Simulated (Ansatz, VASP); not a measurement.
Two plane-wave programs on Sb

File INCAR:

```
PREC = Accurate
ENCUT = 520
EDIFF = 1E-6
ISMEAR = 0
SIGMA = 0.1
LREAL = F
LASPH = T
NELM = 100
ALGO = Fast
ISIF = 2
LWAVE = F
LCHARG = T
GGA = PS
LELF = T
LVHAR = T
NBANDS = 8
```

Contents of KPOINTS:

```
regular mesh
0
Gamma
  14 14 16
```

File POSCAR:

```
Sb
1.0
   -1.5789185896      1.5691968321      2.6566981981
    1.5368293051     -1.6132387123      2.6578333070
    1.6084944834      1.6428146061     -2.6823012106
Sb
1
Direct
    0.0000000000      0.0000000000      0.0000000000
```

Input for Ansatz:

```yaml
crystal:
  lattice:
    - [-1.5789185896, 1.5691968321, 2.6566981981]
    - [1.5368293051, -1.6132387123, 2.657833307]
    - [1.6084944834, 1.6428146061, -2.6823012106]
  atoms:
    - { symbol: Sb, position: [0.0, 0.0, 0.0] }
basis:
  ecutwfc: 420
kpoints:
  mp_grid: { grid: [14, 14, 16] }
hamiltonian:
  xc: pbesol
scf:
  occupations: { method: gaussian, width: 0.1 }
output:
  forces: true
  stress: true
  eigenvalues: true
```

Alike in both runs: task single point; functional PBEsol; k mesh 14 × 14 × 16; occupations gaussian, width 0.1 eV; no spin polarisation.

|  | VASP | Ansatz |
| --- | --- | --- |
| version | VASP 6.6.1 | Ansatz 0.2.0 |
| potentials or method | VASP PAW PBE potentials, release 64 (Sb) | scalar-relativistic, plane waves, PAW |
| plane-wave cutoff (eV) | 520 | 420 |
| valence electrons in the cell | 5 | 15 |

Ansatz gave:

```
gap on the k mesh at the Fermi level (eV)       : none
pressure (GPa)                                  : -1.1
largest component of the traceless stress (GPa) : 0.84
```

Problem. Which values does VASP return?

Solution. gap on the k mesh at the Fermi level (eV): none; pressure (GPa): -1.1; largest component of the traceless stress (GPa): 0.87.

A gap of «none» marks a metal or a gap that the smearing closes. The functional is the same, so the differences come from potentials, cutoffs and numerics. The two sets of potentials don't hold the same shells in valence.

Caveats: the PAW data sets were made with another functional, which shifts forces and pressure a little (VASP). Spin-orbit coupling is left out, which matters for the levels of Sb.
